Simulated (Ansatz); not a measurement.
# BN (hexagonal boron nitride): relaxing cell and atoms and phonons, part 2 of 2

The task, for BN (hexagonal boron nitride): 3 runs in a chain (relaxing cell and atoms and phonons).

Ansatz 0.2.0; DFT LDA, scalar-relativistic, plane waves, PAW. Earlier steps stand in the parts before.

## Step 4: Cell edges near the measured ones

File input.yaml:

```yaml
crystal:
  lattice:
    - [2.504, 0.0, 0.0]
    - [-1.252, 2.1685276111, 0.0]
    - [0.0, 0.0, 6.661]
  atoms:
    - { symbol: B, position: [0.3333333333, 0.6666666667, 0.25] }
    - { symbol: "N", position: [0.6666666667, 0.3333333333, 0.25] }
    - { symbol: "N", position: [0.3333333333, 0.6666666667, 0.75] }
    - { symbol: B, position: [0.6666666667, 0.3333333333, 0.75] }
scf:
  occupations: { method: fixed }
output:
  eigenvalues: true
hamiltonian:
  xc: lda
kpoints:
  mp_grid: { grid: [12, 12, 4] }
basis:
  ecutwfc: 560
phonons:
  method: dfpt
  dielectric: false
  eigenvectors: true
  rigid_motions: translations
```

Command:

```
$ ansatz run input.yaml --threads 4 --pin off --max-ram 8192MiB --backend cpu --events-out ev --progress --plain --runs-dir out
```

Standard output:

```text
Warning: RAYON_NUM_THREADS=4 ignored (pool sized by the plan → 4); use --threads N
zone centre: on kpoints.mp_grid the ground state, and the responses unless they are solved on pairs of k-points, stand on 129 of the mesh's 576 k-points, reduced under 4 symmetry operations, with k and −k counted as one. Each operation leaves every solved displacement unchanged or reverses it
Engine: ansatz 0.2.0, x86_64-unknown-linux-gnu
Pseudopotentials: kind: paw
Pseudopotential: B, paw, valence charge 3, recommended cutoff 420 eV (normal), B.paw.azcp
Pseudopotential: N, paw, valence charge 5, recommended cutoff 420 eV (normal), N.paw.azcp
Functional definition: SPW92
  exchange = slater_x
  correlation = pw_c
Crystal: 4 atoms, lattice volume = 36.169 Å³
Basis set: ecut = 560 eV, 1069 PW (Γ), exchange–correlation on 40×40×108 points (8 copies of the dense FFT grid, shifted against one another)
Bands: 12, of which v1, the nominal top of the filled ones, is band 8 counted from 1 (7 counted from 0)
Symmetry: 24 space group operations
k-points: 129 of 576 (irreducible under 4 space group operations, time reversal used)
Non-local potential: B, projectors of the file, l = 0: 2, l = 1: 2, l = 2: 1
Non-local potential: N, projectors of the file, l = 0: 2, l = 1: 2, l = 2: 1
PAW form: soft (Blöchl's): semilocal exchange-correlation on the pseudo side does not see the compensation charge
PAW frozen core: B, regenerated for the run's functional, and the local potential with it (the file was generated under x = pbe(κ = 0.804, μ = 0.2195149727645171), c = pbe(β = 0.06672455060314922))
PAW frozen core: N, regenerated for the run's functional, and the local potential with it (the file was generated under x = pbe(κ = 0.804, μ = 0.2195149727645171), c = pbe(β = 0.06672455060314922))
PAW one-centre angular grid: B, 110 points (default); XC on 64 Gauss nodes
PAW one-centre angular grid: N, 110 points (default); XC on 64 Gauss nodes
Initial density: superposition of atomic densities (neutral atoms: chi_scale 0, normalization atom), corrected by the library's trained network
Initial wavefunctions: pseudopotential atomic-orbital guess
Functional: x = slater, c = lda
SCF iter   1: F=—  HF=-1052.705038 eV  |F-HF|=—  |Δ(HF+E_count)|=         —  Δρ=8.85e-3  dr2=2.44e-2  ethr=1.77e-3  ⟨swp⟩=5.0  Hψ=8052  notcnv=0  defer=232
preconditioner: auto → none  [insulator: Δε(μ)=3.983 eV  Ē_g=15.549 eV  n_scr=4 (ndim 8)  ℏωp=24.7 eV  f_vac=0.025  ε∞_Penn≈3.5]
SCF iter   2: F=—  HF=-1052.699032 eV  |F-HF|=—  |Δ(HF+E_count)|=   6.01e-3  Δρ=4.27e-3  dr2=2.83e-3  ethr=1.53e-4  ⟨swp⟩=2.9  Hψ=3740  notcnv=0  defer=258
SCF iter   3: F=—  HF=-1052.698161 eV  |F-HF|=—  |Δ(HF+E_count)|=   8.71e-4  Δρ=1.67e-3  dr2=3.96e-4  ethr=1.77e-5  ⟨swp⟩=2.1  Hψ=2621  notcnv=0  defer=258
SCF iter   4: F=—  HF=-1052.698057 eV  |F-HF|=—  |Δ(HF+E_count)|=   1.04e-4  Δρ=2.90e-4  dr2=1.39e-5  ethr=2.47e-6  ⟨swp⟩=1.0  Hψ=1548  notcnv=0  defer=178
SCF iter   5: F=—  HF=-1052.698056 eV  |F-HF|=—  |Δ(HF+E_count)|=   8.21e-7  Δρ=2.63e-5  dr2=9.46e-8  ethr=8.72e-8  ⟨swp⟩=2.3  Hψ=2607  notcnv=0  defer=14
SCF iter   6: F=—  HF=-1052.698057 eV  |F-HF|=—  |Δ(HF+E_count)|=   1.70e-7  Δρ=1.03e-5  dr2=1.27e-8  ethr=5.91e-10  ⟨swp⟩=2.4  Hψ=2550  notcnv=0
SCF iter   7: F=—  HF=-1052.698057 eV  |F-HF|=—  |Δ(HF+E_count)|=   4.91e-9  Δρ=1.50e-6  dr2=2.85e-10  ethr=7.93e-11  ⟨swp⟩=2.4  Hψ=2293  notcnv=0
SCF iter   8: F=-1052.698057 eV  HF=-1052.698057 eV  |F-HF|=1.14e-12  |Δ(HF+E_count)|=  7.48e-11  Δρ=6.82e-8  dr2=7.45e-13  ethr=1.00e-12  ⟨swp⟩=7.2  Hψ=8956  notcnv=0
SCF 1 converged in 8 iterations: F = -1052.698057 eV  dr2 = 7.45e-13
DFPT response loops at Γ: preconditioner auto → Resta (q_TF=auto, 2.382 Å⁻¹)  ε∞=3.8 (no band partly filled); β = 1.00, the filter's whole step (`scf.mixing.beta` (0.50) is not read by the response loops at its default; to damp them type it under 1.00, their step now; it binds the ground state too); Broyden in place of MSR1
SCF converged after 8 iterations
Free energy (F): -1052.698057 eV
Harris-Foulkes:  -1052.698057 eV  (|F-HF|=1.14e-12)
Internal energy: -1052.698057 eV  (E = F + TS)
E sigma→0 (E₀):  -1052.698057 eV
Fermi energy:    4.425326 eV
--- Per-component energies (eV) ---
  E_band       = -42.157740
  E_kinetic    = 365.338214
  E_local      = -697.944908  (includes V_loc(G=0)·N_el)
  E_nonlocal   = 119.956739
  E_hartree    = 223.078958
  E_xc         = -181.935604
  E_vxc        = -226.862906  (∫ρ·V_xc dr)
  E_paw        = -383.549879  (= ΣΔE_a)
  E_vpaw       = -48.802828  (= ΣTr[D̂ρ^β])
  E_aug_tail   = 0.000019  (compensation charges beyond the density's cutoff)
  E_ewald      = -497.893353
  E_core_change = 0.251757  (= ΣΔE_core)
  E_smearing   = -0.000000  (= −TS)
  E_closure    = -0.000000  (closes the sum)
  Σ components = -1052.698057   (vs F -1052.698057, Δ=0.00e0)
--- Band table (eV; the first three rows and the last of 129) ---
  k-point 0: bands = ["-13.1585", "-12.8510", "-1.8839", "0.2953", "3.0900", "3.0900", "3.1264", "3.1264", "9.3523", "14.4148", "15.8848", "15.8848"]
  k-point 1: bands = ["-13.1160", "-12.8988", "-1.6197", "-0.1023", "3.0953", "3.0953", "3.1210", "3.1210", "10.0631", "13.5465", "15.9025", "15.9025"]
  k-point 2: bands = ["-13.0100", "-13.0100", "-0.9230", "-0.9230", "3.1081", "3.1081", "3.1081", "3.1081", "11.7464", "11.7464", "15.9459", "15.9459"]
  k-point 128: bands = ["-10.0202", "-10.0202", "-3.1347", "-3.1347", "-1.4049", "-1.4049", "3.2673", "3.2673", "9.9965", "9.9965", "16.1696", "16.1696"]
--- Phonons (Γ-DFPT): 4 representative perturbations + reference, on 129 of 576 k-points (Σ response iterations 12) ---
  k mesh reduced under 4 symmetry operations, with k and −k counted as one. Each operation leaves every solved displacement unchanged or reverses it
  ASR residual: 6.706e-5 → 0.000e0 eV/Å²; symmetrization residual: 6.134e-7 eV/Å²
  ASR residual per site (eV/Å²): 7.17e-6 6.71e-5 6.71e-5 7.17e-6
  Γ frequencies (cm⁻¹): 0.00 0.00 0.00 44.71 44.71 92.56 762.06 814.21 1350.30 1350.30 1350.47 1350.47
  non-analytic LO–TO correction: not included (Born effective charges unavailable; polar crystals: no LO–TO splitting at Γ)
```

It took 6.6 s on 4 threads of Intel Xeon Platinum 8375C at 2.90GHz (Ice Lake), shared host; peak memory 0.61 GiB.

Optical levels at the zone centre, without the three acoustic modes (i: imaginary):

```
cm⁻¹    THz  modes
  45   1.34      2
  93   2.77      1
 762  22.85      1
 814  24.41      1
1350  40.48      2
1350  40.49      2
```

Displacements in the lowest optical mode (45 cm⁻¹), eigenvector over the root of the mass, scaled so that the longest move is 1. It is one member of a degenerate level, so its direction within the level is arbitrary.

```
atom      x      y     z
  B1   0.97   0.24  0.00
  N2   0.97   0.24  0.00
  N3  -0.97  -0.24  0.00
  B4  -0.97  -0.24  0.00
```

Displacements in the highest mode (1350 cm⁻¹), eigenvector over the root of the mass, scaled so that the longest move is 1. It is one member of a degenerate level, so its direction within the level is arbitrary.

```
atom      x     y     z
  B1   1.00  0.00  0.00
  N2  -0.77  0.00  0.00
  N3  -0.77  0.00  0.00
  B4   1.00  0.00  0.00
```

## Step 5: Results

What follows sums up all 2 parts.

```
step  volume (Å³/atom)  pressure (GPa)  energy (eV)  gap on the mesh (eV)   time
   2              8.71             0.0    -1052.709                  4.07  3.9 s
```

| quantity | value |
| --- | --- |
| relaxed cell, step 2 | a = 2.489 Å, b = 2.489 Å, c = 6.493 Å, α = 90.00°, β = 90.00°, γ = 120.00° |
| optical modes at Γ (without the LO field) (step 3) | 50 to 1384 cm⁻¹ |
| optical modes at Γ (without the LO field) (step 4) | 45 to 1350 cm⁻¹ |

What this shows: No zone-centre mode (step 3) is imaginary. That tests stability at Γ alone. These are transverse frequencies: in a polar insulator the field of longitudinal modes, left out here, lifts some of them. All optical modes at Γ (step 4) are real. Against the measured lattice constant a of BN, 2.504 Å (a printed reference work, textbook), the calculated 2.489 Å is off by -0.6 %. A measured lattice constant c of BN is 6.6612 Å (a printed reference work, textbook); the calculated 6.493 Å misses it by -2.5 %. That is the cell relaxed with LDA, without thermal expansion or zero-point motion.

These are semilocal Kohn-Sham gaps, which aren't the measured quantity. Such gaps usually fall short of the measured ones.
